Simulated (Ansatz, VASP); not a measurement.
# Al: VASP beside Ansatz

The input POSCAR:

```
Al
1.0
    3.1288565785      0.0000000000      0.0000000000
   -1.5644282892      2.7096692818      0.0000000000
    0.0000000000      0.0000000000      4.8668500000
Al
2
Direct
    0.6666666667      0.3333333333      0.7500000000
    0.3333333333      0.6666666667      0.2500000000
```

The input INCAR.step1:

```
SYSTEM = Al
  PREC = Accurate
  ENCUT = 520
  ISMEAR = 0
  SIGMA = 0.15
  LREAL = .FALSE.
  LASPH = .TRUE.
  NELM = 100
  NBANDS = 10
  GGA = PE
  ALGO = Normal
  EDIFF = 1E-4
  LWAVE = .TRUE.
  LCHARG = .FALSE.
```

File INCAR.step2:

```
SYSTEM = Al
  PREC = Accurate
  ENCUT = 520
  EDIFF = 1E-6
  ISMEAR = 0
  SIGMA = 0.15
  LREAL = .FALSE.
  LASPH = .TRUE.
  NELM = 100
  ALGO = Normal
  ISIF = 2
  LWAVE = .FALSE.
  LCHARG = .TRUE.
  METAGGA = R2SCAN
  LMIXTAU = .TRUE.
  LELF = .TRUE.
  LVHAR = .TRUE.
  NBANDS = 10
  ISTART = 1
```

KPOINTS

```
regular mesh
0
G
  18 18 10
  0 0 0
```

Input for Ansatz:

```yaml
crystal:
  lattice:
    - [3.1288565785, 0.0, 0.0]
    - [-1.5644282892, 2.7096692818, 0.0]
    - [0.0, 0.0, 4.86685]
  atoms:
    - { symbol: Al, position: [0.6666666667, 0.3333333333, 0.75] }
    - { symbol: Al, position: [0.3333333333, 0.6666666667, 0.25] }
basis:
  ecutwfc: 500
kpoints:
  mp_grid: { grid: [18, 18, 10] }
hamiltonian:
  xc: r2scan
scf:
  occupations: { method: gaussian, width: 0.15 }
output:
  forces: true
  stress: true
  eigenvalues: true
```

Change from the starting cell: strain +0.1125 x Voigt [1, 1, 0, 0, 0, 0], atoms carried along.

Alike in both runs: task single point; functional r2SCAN; k mesh 18 × 18 × 10; occupations gaussian, width 0.15 eV; no spin polarisation.

```csv
,VASP,Ansatz
version,VASP 6.6.1,Ansatz 0.2.0
potentials or method,"VASP PAW PBE potentials, release 64 (Al)","scalar-relativistic, plane waves, PAW"
plane-wave cutoff (eV),520,500
valence electrons in the cell,6,6
```

Ansatz gave:

* gap on the k mesh at the Fermi level (eV): none
* pressure (GPa): -12.2
* largest component of the traceless stress (GPa): 0.85

Task: Estimate VASP's values.

Result: gap on the k mesh at the Fermi level (eV): none; pressure (GPa): -12.3; largest component of the traceless stress (GPa): 0.83.

A gap of «none» marks a metal or a gap that the smearing closes. With one functional, cell and mesh, what is left measures potentials, basis and numerics.

Caveats: the PAW data sets were made with another functional, which shifts forces and pressure a little (VASP).
